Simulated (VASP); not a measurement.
# Si in VASP: settings compared, part 2 of 2

VASP 6.6.1.

## 3. Work function, PBE+ULG

INCAR

```
SYSTEM = Si
ALGO     = Normal         ! electronic algorithm
DIPOL    = 0.5 0.5 0.500
EDIFF    = 1E-6           ! SCF threshold, eV
ENCUT    = 520            ! plane-wave cutoff, eV
GGA      = PE             ! functional
IDIPOL   = 3            
ISIF     = 2              ! what is computed and relaxed
ISMEAR   = 0              ! smearing method
IVDW     = 3              ! dispersion correction
LASPH    = .TRUE.         ! aspherical terms in the spheres
LCHARG   = .TRUE.         ! write CHGCAR
LDIPOL   = .TRUE.       
LELF     = .TRUE.         ! ELF
LREAL    = .FALSE.        ! projectors in reciprocal space
LVACPOTAV= .TRUE.       
LVHAR    = .TRUE.       
LWAVE    = .FALSE.        ! write WAVECAR
NELM     = 60             ! most SCF steps
PREC     = Accurate       ! precision mode
SIGMA    = 0.05           ! smearing width, eV
```

KPOINTS

```
k-points
0
G
  8 8 1
  0 0 0
```

POSCAR

```
Si
3.8313
    1.000004557330      0.000000000000      0.000000000000
   -0.500002278652      0.866029350560      0.000000000000
    0.000000000000      0.000000000000      5.776277684337
Si
6
Direct
    0.6680360000      0.3351660000      0.3394750000
    0.3348530000      0.6673940000      0.3759450000
    0.3339630000      0.6681090000      0.4817200000
    0.6693500000      0.3319010000      0.5180630000
    0.6696070000      0.3361800000      0.6248390000
    0.3362990000      0.6734960000      0.6607830000
```

Potentials or basis: VASP PAW PBE potentials, release 64 (Si).

Started as:

```console
> cat potpaw_PBE.64/Si/POTCAR > POTCAR
> mpirun -np 1 vasp_std > vasp.out
```

OUTCAR:

```text
SYSTEM = Si
   EDIFF = 1E-6
   ENCUT = 520
   GGA = PE
   ISIF = 2
   ISMEAR = 0
   IVDW = 3
   LASPH = .TRUE.
   LREAL = .FALSE.
   NELM = 60
   PREC = Accurate
  IVDW =   3

 ion  position               nearest neighbor table
   1  0.668  0.335  0.339-   2 2.35   2 2.36   2 2.36
   2  0.335  0.667  0.376-   3 2.34   1 2.35   1 2.36   1 2.36
   3  0.334  0.668  0.482-   2 2.34   4 2.34   4 2.35   4 2.37
   4  0.669  0.332  0.518-   3 2.34   3 2.35   5 2.36   3 2.37
   5  0.670  0.336  0.625-   6 2.34   6 2.35   6 2.36   4 2.36
   6  0.336  0.673  0.661-   5 2.34   5 2.35   5 2.36

  LATTYP: Found a hexagonal cell.
 ALAT       =     3.8313174605
 C/A-ratio  =     5.7762513601

  Lattice vectors:

 A1 = (   3.8313174605,   0.0000000000,   0.0000000000)
 A2 = (  -1.9156587302,   3.3180182508,   0.0000000000)
 A3 = (   0.0000000000,   0.0000000000,  22.1306526920)

Analysis of symmetry for initial positions (statically):
=====================================================================
 Subroutine PRICEL returns:
 Original cell was already a primitive cell.

 Routine SETGRP: Setting up the symmetry group for a
 hexagonal supercell.

 Subroutine GETGRP returns: Found  1 space group operations
 (whereof  1 operations were pure point group operations)
 out of a pool of 24 trial point group operations.

The static configuration has the point symmetry C_1 .

Analysis of symmetry for dynamics (positions and initial velocities):
=====================================================================
 Subroutine PRICEL returns:
 Original cell was already a primitive cell.

 Routine SETGRP: Setting up the symmetry group for a
 hexagonal supercell.

 Subroutine GETGRP returns: Found  1 space group operations
 (whereof  1 operations were pure point group operations)
 out of a pool of 24 trial point group operations.

The dynamic configuration has the point symmetry C_1 .

 Subroutine INISYM returns: Found  1 space group operations
[... 136 lines left out ...]
 non-spin polarized calculation
 Gauss-broadening in eV      SIGMA  =   0.05
  energy-cutoff  :      520.00
  volume of cell :      281.33
 maximum number of plane-waves:      7613
   NGX = 15   NGY = 15   NGZ = 83

 dipolmoment           0.000000      0.000000      0.001856 electrons x Angstroem

 number of electron      23.9999999 magnetization

 dipolmoment           0.000000      0.000000     -0.001362 electrons x Angstroem

 Free energy of the ion-electron system (eV)
  ---------------------------------------------------
  ext. energy  EPLUGINS =         0.00000000
  ---------------------------------------------------
  free energy    TOTEN  =       -30.04306398 eV

  energy without entropy =      -30.03961389  energy(sigma->0) =      -30.04133894

 E-fermi :  -0.2180     XC(G=0):  -4.7315

 val. band max:       -0.3783868075   @ k =   0.2500   0.0000   0.0000
 cond. band min:      -0.1898242598   @ k =  -0.2500  -0.3750   0.0000
 fundamental gap:      0.1885625477
 Fermi energy:        -0.2179503943

 k-point     1 :       0.0000    0.0000    0.0000
  band No.  band energies     occupation
      1     -11.9174      2.00000
      2     -11.0827      2.00000
      3     -10.1885      2.00000
      4      -6.2343      2.00000
      5      -3.9656      2.00000
      6      -1.3427      2.00000
[... 433 lines left out ...]
      3      -8.0247      2.00000
      4      -7.6535      2.00000
      5      -6.7600      2.00000
      6      -5.9369      2.00000
[... 8 lines left out ...]
     15       2.2383      0.00000
     16       2.6543      0.00000

 [... further k-points ...]

------------------------ aborting loop because EDIFF is reached ----------------------------------------

  ULGs method for vdW energy calculation

  Number of pair interactions contributing to vdW energy:   39073

  Edisp (eV):   -1.67938

  FORCE on cell =-STRESS in cart. coord.  units (eV):
  Direction    XX          YY          ZZ          XY          YZ          ZX
  --------------------------------------------------------------------------------------
  -------------------------------------------------------------------------------------
  Total      -1.69613    -1.38196    -0.40085     0.15118    -0.00806    -0.06538
  in kB      -9.65939    -7.87021    -2.28284     0.86094    -0.04590    -0.37236
  external pressure =       -6.60 kB  Pullay stress =        0.00 kB

 VOLUME and BASIS-vectors are now :
 -----------------------------------------------------------------------------
  energy-cutoff  :      520.00
  volume of cell :      281.33
      direct lattice vectors                 reciprocal lattice vectors
     3.831317460  0.000000000  0.000000000     0.261006823  0.150692360  0.000000000
    -1.915658730  3.318018251  0.000000000     0.000000000  0.301384720  0.000000000
     0.000000000  0.000000000 22.130652692     0.000000000  0.000000000  0.045186196

 POSITION                                       TOTAL-FORCE (eV/Angst)
 -----------------------------------------------------------------------------------
      1.91739      1.11209      7.51280         0.027851     -0.039425      0.568946
      0.00443      2.21443      8.31991        -0.029575      0.041116     -0.814426
     -0.00035      2.21680     10.66078         0.146369     -0.107328      0.540111
      1.92868      1.10125     11.46507        -0.145987      0.106323     -0.370573
      1.92147      1.11545     13.82809        -0.081975      0.149022      0.615932
     -0.00172      2.23467     14.62356         0.083317     -0.149709     -0.539990
 -----------------------------------------------------------------------------------
    total drift:                                0.000036      0.000075     -0.000004

  FREE ENERGIE OF THE ION-ELECTRON SYSTEM (eV)
  ---------------------------------------------------
  free  energy   TOTEN  =       -31.7224452906 eV

  energy  without entropy=      -31.7189952028  energy(sigma->0) =      -31.72072025

 vacuum level on the upper side and lower side of the slab         4.492         4.511
```

OSZICAR:

```text
N       E                     dE             d eps       ncg     rms          rms(c)
DAV:   1     0.113070907425E+03    0.11307E+03   -0.80933E+03  1088   0.110E+03
DAV:   2    -0.225845409962E+02   -0.13566E+03   -0.13400E+03  1568   0.178E+02
DAV:   3    -0.306000803103E+02   -0.80155E+01   -0.79477E+01  1352   0.479E+01
DAV:   4    -0.308007308848E+02   -0.20065E+00   -0.20046E+00  1808   0.947E+00
[... 18 lines left out ...]
DAV:  23    -0.300430321780E+02   -0.20523E-04   -0.22087E-06  1040   0.490E-03    0.370E-03
DAV:  24    -0.300430518704E+02   -0.19692E-04   -0.80959E-07   984   0.328E-03    0.905E-04
DAV:  25    -0.300430605696E+02   -0.86992E-05   -0.68919E-07   960   0.261E-03    0.264E-03
DAV:  26    -0.300430631439E+02   -0.25743E-05   -0.25042E-07   784   0.167E-03    0.232E-04
DAV:  27    -0.300430639795E+02   -0.83557E-06   -0.53630E-08   744   0.820E-04
   1 F= -.31722445E+02 E0= -.31720720E+02  d E =-.345009E-02
```

Wall time 3.4 min (1 thread of Intel Xeon Platinum 8375C at 2.90GHz (Ice Lake), shared host); peak memory 0.39 GiB.

Results:

| Quantity | Value |
| --- | --- |
| Free energy | -31.7224 eV |
| Largest force | 0.816 eV/Å |
| Band gap on the k mesh | none (metal or under the smearing width) |
| Dispersion energy per atom | -0.280 eV |
| Work function of the upper face | 4.71 eV |
| Work function of the lower face | 4.73 eV |

Forces in eV/Å, atoms in the order of the input:
```
Si   0.028 -0.039  0.569
Si  -0.030  0.041 -0.814
Si   0.146 -0.107  0.540
Si  -0.146  0.106 -0.371
Si  -0.082  0.149  0.616
Si   0.083 -0.150 -0.540
```

Caveat: atom-pairwise D2, TS and ULG terms overbind metals.
